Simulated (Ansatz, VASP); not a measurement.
# Cross-check of Cu (Cu wire along [100], 24 atoms a period) between VASP and Ansatz

Aim: how closely do two programs agree when they are given the same cell, functional and k mesh? The structure shown is the start of the Ansatz relaxation below; VASP solves that cell, so the two are compared at the walk's first step.

Main program and level: Ansatz 0.2.0; plane waves, with VASP 6.6.1 beside it; single point at PBE.

### Step 1. The structure

The cell holds 24 atoms: 24 Cu. Cell: a = 15.875 Å, b = 15.875 Å, c = 3.630 Å, α = 90.0°, β = 90.0°, γ = 90.0°. Vacuum lies along a and b. The structure's axis is c.

### Step 2. Ansatz: relaxation, PBE

Ansatz runs on its PAW soft_1 files.

The two programs are compared at the cell with which this relaxation starts, whose forces are those of its first step.

Contents of input.yaml:

```yaml
crystal:
  lattice:
    - [15.875, 0.0, 0.0]
    - [0.0, 15.875, 0.0]
    - [0.0, 0.0, 3.63]
  atoms:
    - { symbol: Cu, position: [0.214173228, 0.442834646, 0.0] }
    - { symbol: Cu, position: [0.328503937, 0.328503937, 0.0] }
    - { symbol: Cu, position: [0.328503937, 0.557165354, 0.0] }
    - { symbol: Cu, position: [0.442834646, 0.214173228, 0.0] }
    - { symbol: Cu, position: [0.442834646, 0.442834646, 0.0] }
    - { symbol: Cu, position: [0.442834646, 0.671496063, 0.0] }
    - { symbol: Cu, position: [0.557165354, 0.328503937, 0.0] }
    - { symbol: Cu, position: [0.557165354, 0.557165354, 0.0] }
    - { symbol: Cu, position: [0.557165354, 0.785826772, 0.0] }
    - { symbol: Cu, position: [0.671496063, 0.442834646, 0.0] }
    - { symbol: Cu, position: [0.671496063, 0.671496063, 0.0] }
    - { symbol: Cu, position: [0.785826772, 0.557165354, 0.0] }
    - { symbol: Cu, position: [0.214173228, 0.557165354, 0.5] }
    - { symbol: Cu, position: [0.328503937, 0.442834646, 0.5] }
    - { symbol: Cu, position: [0.328503937, 0.671496063, 0.5] }
    - { symbol: Cu, position: [0.442834646, 0.328503937, 0.5] }
    - { symbol: Cu, position: [0.442834646, 0.557165354, 0.5] }
    - { symbol: Cu, position: [0.442834646, 0.785826772, 0.5] }
    - { symbol: Cu, position: [0.557165354, 0.214173228, 0.5] }
    - { symbol: Cu, position: [0.557165354, 0.442834646, 0.5] }
    - { symbol: Cu, position: [0.557165354, 0.671496063, 0.5] }
    - { symbol: Cu, position: [0.671496063, 0.328503937, 0.5] }
    - { symbol: Cu, position: [0.671496063, 0.557165354, 0.5] }
    - { symbol: Cu, position: [0.785826772, 0.442834646, 0.5] }
kpoints:
  mp_grid: { grid: [1, 1, 23] }
scf:
  occupations: { method: fermi_dirac, width: 0.05 }
hamiltonian:
  xc: pbe
  pseudopotentials: { kind: paw, azcp: { folder: soft_1 } }
relax:
  cell: { fix: [a, b, alpha, beta, gamma] }
  max_steps: 45
  f_tol: 0.03
```

On the command line:

```bash
$ ansatz run input.yaml --threads 4 --pin off --max-ram 16384MiB --backend cpu --events-out ev --progress --plain --runs-dir out
```

Numbers of over 12 decimals in the logs are rounded to 6 here.

Output:

```text
Engine: ansatz 0.2.0, x86_64-unknown-linux-gnu
Pseudopotentials: kind: paw
Pseudopotential: Cu, paw, valence charge 19, recommended cutoff 420 eV (normal), soft_1/Cu.paw.azcp
Functional definition: PBE
  parameter kappa = 0.804
  parameter beta = 0.066725
  exchange = pbe_x(kappa = kappa, mu = beta*pi^2/3)
  correlation = pbe_c(beta = beta)
Crystal: 24 atoms, lattice volume = 914.817 Å³
Basis set: ecut = 420 eV, 17781 PW (Γ), exchange–correlation on 216×216×50 points (8 copies of the dense FFT grid, shifted against one another)
Bands: 274, of which v1, the nominal top of the filled ones, is band 228 counted from 1 (227 counted from 0)
Symmetry: 16 space group operations
Space group: P42/mcm (ITA 132), of the structure as read, at distance tolerance 9.7e-5 Å
k-points: 12 of 23
Non-local potential: Cu, projectors of the file, l = 0: 3, l = 1: 2, l = 2: 3, l = 3: 1
PAW form: soft (Blöchl's): semilocal exchange-correlation on the pseudo side does not see the compensation charge
PAW one-centre angular grid: Cu, 590 points (default); XC on 64 Gauss nodes
Initial density: superposition of atomic densities (neutral atoms: chi_scale 0, normalization atom)
Initial wavefunctions: pseudopotential atomic-orbital guess
Functional: x = pbe(κ = 0.804, μ = 0.219515), c = pbe(β = 0.066725)
SCF iter   1: F=—  HF=-159008.401131 eV  |F-HF|=—  |Δ(HF+E_count)|=         —  Δρ=1.26e-1  dr2=9.11e1  ethr=3.10e-3  ⟨swp⟩=6.5  Hψ=13067  notcnv=0  defer=183
preconditioner: auto → LDOS  [metal: Δε(μ)=0.073 eV  Ē_g=6.562 eV  σ=0.050 eV  W_gap=0.35  n_scr=242 (ndim 8)  ℏωp=19.9 eV  f_vac=0.601  D(μ)=11.09/eV (n_scr^D=44)  β→1.0]
SCF iter   2: F=—  HF=-159108.222557 eV  |F-HF|=—  |Δ(HF+E_count)|=    9.98e1  Δρ=2.57e-1  dr2=3.61e2  ethr=3.10e-3  ⟨swp⟩=4.0  Hψ=10134  notcnv=0  defer=399  recentre
SCF iter   3: F=—  HF=-158992.944799 eV  |F-HF|=—  |Δ(HF+E_count)|=    1.15e2  Δρ=3.06e-2  dr2=5.86e0  ethr=3.10e-3  ⟨swp⟩=4.0  Hψ=8976  notcnv=0  defer=406
SCF iter   4: F=—  HF=-158991.973767 eV  |F-HF|=—  |Δ(HF+E_count)|=   9.71e-1  Δρ=1.44e-2  dr2=1.09e0  ethr=1.29e-3  ⟨swp⟩=2.2  Hψ=5549  notcnv=0  defer=400
SCF iter   5: F=—  HF=-158991.762136 eV  |F-HF|=—  |Δ(HF+E_count)|=   2.12e-1  Δρ=2.45e-3  dr2=2.76e-2  ethr=2.39e-4  ⟨swp⟩=2.0  Hψ=5455  notcnv=0  defer=400
SCF iter   6: F=—  HF=-158991.789047 eV  |F-HF|=—  |Δ(HF+E_count)|=   2.69e-2  Δρ=1.82e-3  dr2=2.01e-2  ethr=6.05e-6  ⟨swp⟩=2.0  Hψ=5008  notcnv=0  defer=400
SCF iter   7: F=—  HF=-158991.788462 eV  |F-HF|=—  |Δ(HF+E_count)|=   5.84e-4  Δρ=7.61e-4  dr2=3.54e-3  ethr=4.41e-6  ⟨swp⟩=2.0  Hψ=4536  notcnv=0  defer=400
SCF iter   8: F=—  HF=-158991.788176 eV  |F-HF|=—  |Δ(HF+E_count)|=   2.86e-4  Δρ=1.33e-4  dr2=1.31e-4  ethr=7.76e-7  ⟨swp⟩=2.0  Hψ=4428  notcnv=0  defer=400
SCF iter   9: F=—  HF=-158991.788378 eV  |F-HF|=—  |Δ(HF+E_count)|=   2.02e-4  Δρ=1.75e-4  dr2=1.80e-4  ethr=2.86e-8  ⟨swp⟩=3.0  Hψ=6308  notcnv=0  defer=400
SCF iter  10: F=—  HF=-158991.788374 eV  |F-HF|=—  |Δ(HF+E_count)|=   3.99e-6  Δρ=5.86e-5  dr2=2.17e-5  ethr=2.86e-8  ⟨swp⟩=2.0  Hψ=4440  notcnv=0  defer=400
SCF iter  11: F=—  HF=-158991.788473 eV  |F-HF|=—  |Δ(HF+E_count)|=   9.84e-5  Δρ=1.74e-5  dr2=2.77e-6  ethr=4.76e-9  ⟨swp⟩=2.0  Hψ=4269  notcnv=0  defer=400
SCF iter  12: F=—  HF=-158991.788474 eV  |F-HF|=—  |Δ(HF+E_count)|=   8.87e-7  Δρ=7.03e-6  dr2=3.66e-7  ethr=6.08e-10  ⟨swp⟩=2.0  Hψ=4476  notcnv=0  defer=400
SCF iter  13: F=—  HF=-158991.788474 eV  |F-HF|=—  |Δ(HF+E_count)|=   2.17e-7  Δρ=4.90e-6  dr2=1.29e-7  ethr=2.19e-11  ⟨swp⟩=4.0  Hψ=10411  notcnv=0
SCF iter  14: F=-158991.788474 eV  HF=-158991.788474 eV  |F-HF|=1.97e-8  |Δ(HF+E_count)|=   3.61e-9  Δρ=6.84e-7  dr2=3.31e-9  ethr=2.19e-11  ⟨swp⟩=4.0  Hψ=9154  notcnv=0
SCF 1 converged in 14 iterations: F = -158991.788474 eV  dr2 = 3.31e-9
  greatest PAW one-centre occupation: 1.000 electrons in one spin orbital (limit 2), on the Cu atom at site 18 (counted from 0), in its partial waves of l = 0
relax step   1: F+E_penalty+E_count = -158991.78847382 eV  Δ(F+E_penalty+E_count) = +0.000e0 eV  max|allowed force component| = 5.328e-1 eV/Å  Δτ_max = 0.0000 Å  P = -1.998 GPa  Ω = 914.817 Å³  fix = [a, b, alpha, beta, gamma]  reactions: a -1.558, b -1.558 GPa  (14 SCF iters, dr2 threshold 1.00e-7 eV, accepted)
[...]
relax step   7: F+E_penalty+E_count = -158992.61017596 eV  Δ(F+E_penalty+E_count) = -4.118e-3 eV  max|allowed force component| = 4.624e-3 eV/Å  Δτ_max = 0.0211 Å  P = -0.045 GPa  Ω = 814.790 Å³  energy of the carried Pulay correction = +2.821e-2 eV  fix = [a, b, alpha, beta, gamma]  reactions: a -0.061, b -0.061 GPa  (9 SCF iters, dr2 threshold 1.65e-7 eV, accepted)
[...]
relax step   8: F+E_penalty+E_count = -158992.58112785 eV  Δ(F+E_penalty+E_count) = +2.905e-2 eV  max|allowed force component| = 4.635e-3 eV/Å  Δτ_max = 0.0000 Å  P = -0.046 GPa  Ω = 814.790 Å³  fix = [a, b, alpha, beta, gamma]  reactions: a -0.055, b -0.055 GPa  stress off target by 2.68e-2 GPa on what of the cell is left free  SCF on the basis re-selected at this cell (its energy is not comparable with the rows above)  (10 SCF iters)
basis re-selected at this cell: Δ(F+E_penalty+E_count) = +2.905e-2 eV, ΔP = -0.001 GPa vs the last step (what re-selecting the basis moved, of the pressure what is left beyond the Pulay correction that the steps carried, after the strain that the cell walked since its last selection, with what the two solves' SCF thresholds leave and, on support functions, any second-order correction that the steps lacked; it is no measure of the basis error at this ecutwfc). The dense FFT grid was sized anew with the basis: this SCF ran on 108×108×24 points, the steps before it on 108×108×25, so part of this shift can come from that change (see relax.cell in the input reference). [rest of the remark cut]
SCF converged after 10 iterations
Free energy (F): -158992.581128 eV
Harris-Foulkes:  -158992.581128 eV  (|F-HF|=2.91e-10)
Internal energy: -158992.529808 eV  (E = F + TS)
E sigma→0 (E₀):  -158992.555468 eV
Entropy (-TS):   -0.051320 eV (-2.138 meV/atom)
Fermi energy:    3.080349 eV
--- Per-component energies (eV) ---
  E_band       = -14768.775599
  E_kinetic    = 6274.627777
  E_local      = -530827.086777  (includes V_loc(G=0)·N_el)
  E_nonlocal   = 21452.433391
  E_hartree    = 254187.102684
  E_xc         = -1631.113411
  E_vxc        = -2103.890883  (∫ρ·V_xc dr)
  E_paw        = -43637.728715  (= ΣΔE_a)
  E_vpaw       = -17939.088759  (= ΣTr[D̂ρ^β])
  E_aug_tail   = 0.024367  (compensation charges beyond the density's cutoff)
  E_ewald      = 135189.210876
  E_smearing   = -0.051320  (= −TS)
  E_closure    = 0.000000  (closes the sum)
  Σ components = -158992.581128   (vs F -158992.581128, Δ=0.00e0)
--- Forces (eV/Å), atoms counted from 1 ---
  atom   1  Cu     0.00420306    -0.00367089     0.00000000
  atom   2  Cu     0.00066012     0.00066012     0.00000000
  atom   3  Cu     0.00123032    -0.00463493     0.00000000
  atom   4  Cu    -0.00367089     0.00420306     0.00000000
  atom   5  Cu    -0.00376148    -0.00376148     0.00000000
  atom   6  Cu     0.00463493    -0.00123032     0.00000000
  atom   7  Cu    -0.00463493     0.00123032     0.00000000
  atom   8  Cu     0.00376148     0.00376148     0.00000000
  atom   9  Cu     0.00367089    -0.00420306     0.00000000
  atom  10  Cu    -0.00123032     0.00463493     0.00000000
  atom  11  Cu    -0.00066012    -0.00066012     0.00000000
  atom  12  Cu    -0.00420306     0.00367089     0.00000000
  atom  13  Cu     0.00420306     0.00367089     0.00000000
  atom  14  Cu     0.00123032     0.00463493     0.00000000
  atom  15  Cu     0.00066012    -0.00066012     0.00000000
  atom  16  Cu     0.00463493     0.00123032     0.00000000
  atom  17  Cu    -0.00376148     0.00376148     0.00000000
  atom  18  Cu    -0.00367089    -0.00420306     0.00000000
  atom  19  Cu     0.00367089     0.00420306     0.00000000
  atom  20  Cu     0.00376148    -0.00376148     0.00000000
  atom  21  Cu    -0.00463493    -0.00123032     0.00000000
  atom  22  Cu    -0.00066012     0.00066012     0.00000000
  atom  23  Cu    -0.00123032    -0.00463493     0.00000000
  atom  24  Cu    -0.00420306    -0.00367089     0.00000000
  max |Σ_I F_I| component: 2.60e-18 eV/Å
--- Stress (GPa, compression-positive) ---
       -0.055278       0.000000       0.000000
        0.000000      -0.055278       0.000000
        0.000000       0.000000      -0.026839
  P = ⅓ Tr σ = -0.0458 GPa (-0.458 kbar)
--- Relaxed structure (7 steps of the walk, 7 accepted, 1 SCFs on fresh bases) ---
  F+E_penalty+E_count = -158992.58112785 eV   max|allowed force component| = 4.635e-3 eV/Å   (the final SCF, on the basis selected at the relaxed cell)
  cell:  # Å, volume = 814.7896 Å³
    - [15.875, 0.0, 0.0]
    - [0.0, 15.875, 0.0]
    - [0.0, 0.0, 3.233092]
  atoms:
    - { symbol: Cu, position: [0.207510, 0.440952, 0.0] }
    - { symbol: Cu, position: [0.321470, 0.321470, 0.0] }
    - { symbol: Cu, position: [0.321153, 0.560946, 0.0] }
    - { symbol: Cu, position: [0.440952, 0.207510, 0.0] }
    - { symbol: Cu, position: [0.440388, 0.440388, 0.0] }
    - { symbol: Cu, position: [0.439054, 0.678847, 0.0] }
    - { symbol: Cu, position: [0.560946, 0.321153, 0.0] }
    - { symbol: Cu, position: [0.559612, 0.559612, 0.0] }
    - { symbol: Cu, position: [0.559048, 0.792490, 0.0] }
    - { symbol: Cu, position: [0.678847, 0.439054, 0.0] }
    - { symbol: Cu, position: [0.678530, 0.678530, 0.0] }
    - { symbol: Cu, position: [0.792490, 0.559048, 0.0] }
    - { symbol: Cu, position: [0.207510, 0.559048, 0.5] }
    - { symbol: Cu, position: [0.321153, 0.439054, 0.5] }
    - { symbol: Cu, position: [0.321470, 0.678530, 0.5] }
    - { symbol: Cu, position: [0.439054, 0.321153, 0.5] }
    - { symbol: Cu, position: [0.440388, 0.559612, 0.5] }
    - { symbol: Cu, position: [0.440952, 0.792490, 0.5] }
    - { symbol: Cu, position: [0.559048, 0.207510, 0.5] }
    - { symbol: Cu, position: [0.559612, 0.440388, 0.5] }
    - { symbol: Cu, position: [0.560946, 0.678847, 0.5] }
    - { symbol: Cu, position: [0.678530, 0.321470, 0.5] }
    - { symbol: Cu, position: [0.678847, 0.560946, 0.5] }
    - { symbol: Cu, position: [0.792490, 0.440952, 0.5] }
```

(Part 1 of 2 ends here.)

[Lines on the potential files, build, host, timing and source positions are cut from VASP's logs without a mark.]

[Logs are printed without paths, hosts, clocks, repeated set-up lines and the standing remarks that a program may print on its own settings, such as how far it seeks lower states.]

[Hosts, paths, dates, database ids (printed as entryN), source tags and the programs' standing remarks are cut or masked in the printed files.]
